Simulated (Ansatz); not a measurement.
# NiSi2 (Si2Ni-type): equation of state

An exercise on one series of results from a longer session: the logs are not shown, and one member is left open.

The COD entry's cell or inner coordinates are ideal or old and differ from later refinements, so a difference from it is no clean test against experiment.

Program: Ansatz 0.2.0. Level of theory: DFT PBE, scalar-relativistic, plane waves, PAW. These are calculated values, not measurements.

1 further run of the same task is left out (set aside as unsound or not needed). Runs told in other sessions of the task aren't counted.

### The starting structure

The structure is cubic, space group Fm-3m (No. 225). Conventional cell: a = 5.443 Å, b = 5.443 Å, c = 5.443 Å, α = 90.00°, β = 90.00°, γ = 90.00°. Around Si (site symmetry -43m) lie 4 Ni at 2.36 Å. Around Ni (site symmetry m-3m) lie 8 Si at 2.36 Å.

Structure file:

```xyz
3
Lattice="0.0000 2.7217 2.7217 2.7217 0.0000 2.7217 2.7217 2.7217 0.0000" Properties=species:S:1:pos:R:3 pbc="T T T"
Si    1.3608    1.3608    1.3608
Si    4.0825    4.0825    4.0825
Ni    0.0000    0.0000    0.0000
```

This cell comes from an earlier session at PBE: 13.440 Å³/atom at 0.01 GPa, on a 12×12×12 mesh.

Volume factors to run: 0.980, 1.020, 0.960, 1.040, 1.070, 1.100, 0.945.

Set-up of the first run:

Input file input.yaml:

```yaml
crystal:
  lattice:
    - [0.0, 2.7033876112, 2.7033876112]
    - [2.7033876112, 0.0, 2.7033876112]
    - [2.7033876112, 2.7033876112, 0.0]
  atoms:
    - { symbol: Si, position: [0.25, 0.25, 0.25] }
    - { symbol: Si, position: [0.75, 0.75, 0.75] }
    - { symbol: Ni, position: [0.0, 0.0, 0.0], spin: 0.05 }
basis:
  ecutwfc: 420
  ecutrho_ratio: 4
kpoints:
  mp_grid: { grid: [12, 12, 12] }
hamiltonian:
  xc: pbe
scf:
  occupations: { method: gaussian, width: 0.05 }
output:
  forces: true
  stress: true
  eigenvalues: true
  populations: true
magnetization:
  spin_polarized: true
```

Run with:

```bash
$ ansatz run input.yaml --threads 4 --pin off --max-ram 7168MiB --backend cpu --events-out ev --progress --plain --runs-dir out
```

Steps of the session up to this table: At 0.980 of the relaxed volume; At 1.020 of the relaxed volume; Volume × 0.960; At 1.040 of the relaxed volume; Scaling the volume by 1.070; At 1.100 of the relaxed volume; Scaling the volume by 0.945.

One table of the session follows, with a row left open; its other results are not shown here.

It belongs to the step «The fit». 

```
volume (Å³/atom)  energy (meV/atom)  pressure (GPa)
          12.701              20.30            9.31
          12.903              10.47            6.46
          13.171               2.56            3.07
          13.440               0.00            0.01
          13.709               2.36           -2.68
          13.978               8.85           -5.02
          14.381                  ?               ?
          14.784              49.73          -10.96
```

**Question.** Estimate the row for volume (Å³/atom) = 14.381.

Worked estimate for «energy (meV/atom)». A straight line through the neighbours (13.978, 8.85) and (14.784, 49.73) gives 8.85 + (49.73 − 8.85) × (14.381 − 13.978) / (14.784 − 13.978) = 29.29; a parabola fitted to 3 rows on both sides gives 25.27.

As computed: energy (meV/atom): 25.47; pressure (GPa): -8.20. In «energy (meV/atom)» the line misses by +3.82 and the parabola by -0.20.

Caveats from the session: Warnings in the runs' records: seeded moment not kept.
